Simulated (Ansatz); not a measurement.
# Si: single points about a listed cell

How do energy, forces, pressure and gap of Si change under further strains and shifts, swapped elements, distortions that keep the symmetry, other functionals? Each case is one self-consistent run.

Program: Ansatz 0.2.0. Level of theory: DFT PBEsol, scalar-relativistic, plane waves, PAW, unless a step's input says otherwise. These are calculated values, not measurements.

## Step 1: The starting structure

It takes space group Fmmm (No. 69, orthorhombic). Conventional cell: a = 4.845 Å, b = 5.320 Å, c = 9.286 Å, α = 90.00°, β = 90.00°, γ = 90.00°. Si (site symmetry m2m) has 5 Si at 2.42 to 2.51 Å as nearest neighbours. Si (site symmetry mm2) is surrounded by 6 Si at 2.48 to 2.72 Å.

Coordinates:

```
CELL_PARAMETERS angstrom
0.00000 2.65990 4.64324
2.42227 0.00000 4.64324
2.42227 2.65990 0.00000
ATOMIC_POSITIONS crystal
Si 0.72739 0.27261 0.72739
Si 0.27261 0.72739 0.27261
Si 0.77977 0.77977 0.22023
Si 0.22023 0.22023 0.77977
```

The structure comes from the Materials Project (structure only).

## Step 2: A change within a subgroup

Against the listed cell: strain xx, yy, zz, yz, xz, xy = -5.7, -1.0, +1.5, +0.0, +0.0, +0.3 %; atoms moved by 0.03 Å root mean square, at most 0.04 Å.

input.yaml

```yaml
crystal:
  lattice:
    - [0.0092564467, 2.6339378708, 4.7140530061]
    - [2.2835929423, 0.0084294918, 4.7140530061]
    - [2.292849389, 2.6423673627, 0.0]
  atoms:
    - { symbol: Si, position: [0.7155968195, 0.2843874949, 0.7293521942] }
    - { symbol: Si, position: [0.2843874949, 0.7155968195, 0.2706634914] }
    - { symbol: Si, position: [0.7800694184, 0.7800694184, 0.2199305816] }
    - { symbol: Si, position: [0.2199462672, 0.2199462672, 0.7800537328] }
basis:
  ecutwfc: 420
kpoints:
  mp_grid: { grid: [12, 12, 12] }
hamiltonian:
  xc: pbesol
scf:
  occupations: { method: gaussian, width: 0.1 }
output:
  forces: true
  stress: true
  eigenvalues: true
  populations: true
```

The run is started by

```sh
$ ansatz run input.yaml --threads 1 --pin off --max-ram 1331MiB --backend cpu --events-out ev --progress --plain --runs-dir out
```

## Step 3: One element swapped, cell strained: Si → Pb, first probe

input.yaml

```yaml
crystal:
  lattice:
    - [0.0, 3.1808992653, 5.4614533303]
    - [2.8579224512, 0.0, 5.4614533303]
    - [2.8579224512, 3.1808992653, 0.0]
  atoms:
    - { symbol: Pb, position: [0.7421574957, 0.2578425043, 0.7421574957] }
    - { symbol: Pb, position: [0.2578425043, 0.7421574957, 0.2578425043] }
    - { symbol: Pb, position: [0.7832284186, 0.7832284186, 0.2167715814] }
    - { symbol: Pb, position: [0.2167715814, 0.2167715814, 0.7832284186] }
basis:
  ecutwfc: 420
kpoints:
  mp_grid: { grid: [4, 4, 4] }
hamiltonian:
  xc: pbesol
scf:
  occupations: { method: gaussian, width: 0.1 }
output:
  forces: true
  stress: true
  eigenvalues: true
```

## Step 4: Substitution of an element, cell strained: Si → Pb

input.yaml, as its differences from that of step 3:

```diff
@@ -13,3 +13,3 @@
 kpoints:
-  mp_grid: { grid: [4, 4, 4] }
+  mp_grid: { grid: [10, 10, 10] }
 hamiltonian:
```

## Step 5: Functional and cell changed: r2SCAN

input.yaml

```yaml
crystal:
  lattice:
    - [0.0, 2.5422777692, 4.6594020296]
    - [2.2555673042, 0.0, 4.6594020296]
    - [2.2555673042, 2.5422777692, 0.0]
  atoms:
    - { symbol: Si, position: [0.7119280756, 0.2880719244, 0.7119280756] }
    - { symbol: Si, position: [0.2880719244, 0.7119280756, 0.2880719244] }
    - { symbol: Si, position: [0.7820035264, 0.7820035264, 0.2179964736] }
    - { symbol: Si, position: [0.2179964736, 0.2179964736, 0.7820035264] }
basis:
  ecutwfc: 500
kpoints:
  mp_grid: { grid: [12, 12, 12] }
hamiltonian:
  xc: r2scan
scf:
  occupations: { method: gaussian, width: 0.1 }
output:
  forces: true
  stress: true
  eigenvalues: true
```

## Step 6: A change within a subgroup

input.yaml

```yaml
crystal:
  lattice:
    - [-0.1201863725, 2.7527145909, 4.8266205898]
    - [2.404117257, 0.0581936234, 4.7305858453]
    - [2.3115117511, 2.5007395457, 0.0816464739]
  atoms:
    - { symbol: Si, position: [0.6757889843, 0.2996722867, 0.7024972167] }
    - { symbol: Si, position: [0.3242110157, 0.7003277133, 0.2975027833] }
    - { symbol: Si, position: [0.7319026832, 0.8562809424, 0.2276140966] }
    - { symbol: Si, position: [0.2680973168, 0.1437190576, 0.7723859034] }
basis:
  ecutwfc: 420
kpoints:
  mp_grid: { grid: [10, 12, 12] }
hamiltonian:
  xc: pbesol
scf:
  occupations: { method: gaussian, width: 0.1 }
output:
  forces: true
  stress: true
  eigenvalues: true
  populations: true
```

## Step 7: A distortion that keeps the symmetry

input.yaml

```yaml
crystal:
  lattice:
    - [0.0, 2.7216081247, 4.825908743]
    - [2.5120127933, 0.0, 4.825908743]
    - [2.5120127933, 2.7216081247, 0.0]
  atoms:
    - { symbol: Si, position: [0.7316133771, 0.2683866229, 0.7316133771] }
    - { symbol: Si, position: [0.2683866229, 0.7316133771, 0.2683866229] }
    - { symbol: Si, position: [0.7836462499, 0.7836462499, 0.2163537501] }
    - { symbol: Si, position: [0.2163537501, 0.2163537501, 0.7836462499] }
basis:
  ecutwfc: 420
kpoints:
  mp_grid: { grid: [12, 12, 12] }
hamiltonian:
  xc: pbesol
scf:
  occupations: { method: gaussian, width: 0.1 }
output:
  forces: true
  stress: true
  eigenvalues: true
  populations: true
```

## Step 8: One element swapped, cell strained: Si → C, first probe

input.yaml

```yaml
crystal:
  lattice:
    - [0.0, 2.1184581721, 3.5984259]
    - [1.9430450069, 0.0, 3.5984259]
    - [1.9430450069, 2.1184581721, 0.0]
  atoms:
    - { symbol: C, position: [0.7114897625, 0.2885102375, 0.7114897625] }
    - { symbol: C, position: [0.2885102375, 0.7114897625, 0.2885102375] }
    - { symbol: C, position: [0.7790768505, 0.7790768505, 0.2209231495] }
    - { symbol: C, position: [0.2209231495, 0.2209231495, 0.7790768505] }
basis:
  ecutwfc: 420
kpoints:
  mp_grid: { grid: [6, 6, 6] }
hamiltonian:
  xc: pbesol
scf:
  occupations: { method: gaussian, width: 0.1 }
output:
  forces: true
  stress: true
  eigenvalues: true
```

Q: Predict the outcome of this session. Wanted: for each run, case; energy; pressure; largest force.

**Answer**, as computed:

| step | case | energy (meV/atom) | pressure (GPa) | largest force (eV/Å) | gap on the mesh (eV) |
| --- | --- | --- | --- | --- | --- |
| 2 | a change within a subgroup | +0.0 | 10.0 | 1.00 | 0.00 |
| 4 | substitution of an element, cell strained: Si → Pb | n/a | 19.3 | 1.38 | 0.00 |
| 5 | functional and cell changed: r2SCAN | n/a | 23.6 | 2.00 | 0.00 |
| 6 | a change within a subgroup | +433.7* | 17.9 | 6.71 | 0.00 |
| 7 | a distortion that keeps the symmetry | -26.8 | -8.2 | 0.24 | 0.00 |

Energies are counted from step 2, with the smearing taken to zero; a star marks another k mesh, which can shift energies by itself, so starred rows don't rank against the others. Other atoms or functionals have another zero of energy (n/a). A gap of 0.00 means none on the mesh at this level.

What this shows: Among the distorted cells of the listed formula and level the largest force, 6.71 eV/Å, comes in step 6, shared by 2 atoms. The distorted cells of the listed formula and level show no gap on the mesh. Spin-orbit coupling is left out for Pb.
